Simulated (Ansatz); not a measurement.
# LiNbO$_{3}$: a prediction, then the measurements

The calculation used DFT PBE, scalar-relativistic, plane waves, PAW (Ansatz 0.2.0).

Settings: cutoff 420 eV, Γ-centred mesh 6×6×4 on the computed 20-atom cell, Gaussian smearing of 0.02 eV; no spin polarisation.

Relaxed structure, symmetry kept:

```
Li Nb O
1.0
     5.18978    0.00015   -0.00085
     2.59465    4.90609    0.00636
     0.00151    2.73319    8.56338
Li Nb O
4 4 12
Direct
  0.43977 0.12048 0.14658
  0.93975 0.12050 0.64658
  0.18976 0.62049 0.39659
  0.68976 0.62049 0.89659
  0.01793 0.96417 0.00598
  0.51793 0.96416 0.50598
  0.76793 0.46417 0.25597
  0.26793 0.46417 0.75597
  0.73585 0.77580 0.36631
  0.79362 0.77583 0.06102
  0.30680 0.77582 0.18477
  0.18056 0.27580 0.31101
  0.66738 0.27581 0.43477
  0.23584 0.77581 0.86630
  0.73834 0.27582 0.11630
  0.29362 0.77582 0.56102
  0.80680 0.77581 0.68477
  0.68055 0.27581 0.81102
  0.16737 0.27581 0.93476
  0.23834 0.27583 0.61630
```

| Item | Value |
| --- | --- |
| Space group | R3c (No. 161) |
| Volume per atom | 73.5 bohr³ |
| Formation energy from the elements' standard states (uncorrected) | -2.573 eV/atom |
| Kohn–Sham band gap | 3.54 eV |
| Löwdin character of the top 1 eV of the valence band | O 2p 94 % |
| Löwdin character of the lowest 1 eV of the conduction band | Nb 4d 74 %, O 2p 21 % |

**The experiment to reproduce.**

“Crystallographic and optical study of LiNb1 − xTaxO3”, 2017, pmc:5642313 reports, for a bulk crystal of LiNbO3: lattice constant a 5.146 ± 0.001 Å; lattice constant c 13.859 ± 0.005 Å.

A measured lattice constant a of LiNbO3 is 5.146 Å (the paper above); the calculated 5.190 Å misses it by +0.9 %. 3 values of this kind are on record (5.146 to 5.14829 Å); this one was drawn at random among those near their median, those with a stated uncertainty first. Against the measured lattice constant c of LiNbO3, 13.859 Å (the paper above), the calculated 14.015 Å is off by +1.1 %. 3 values of this kind are on record (13.859 to 13.8631 Å); this one was drawn at random among those near their median, those with a stated uncertainty first. The calculation is for 0 K without zero-point motion.

Cost: 1 run of about 20 core-minutes, on Intel Xeon Processor @ 2.70GHz (shared hosts).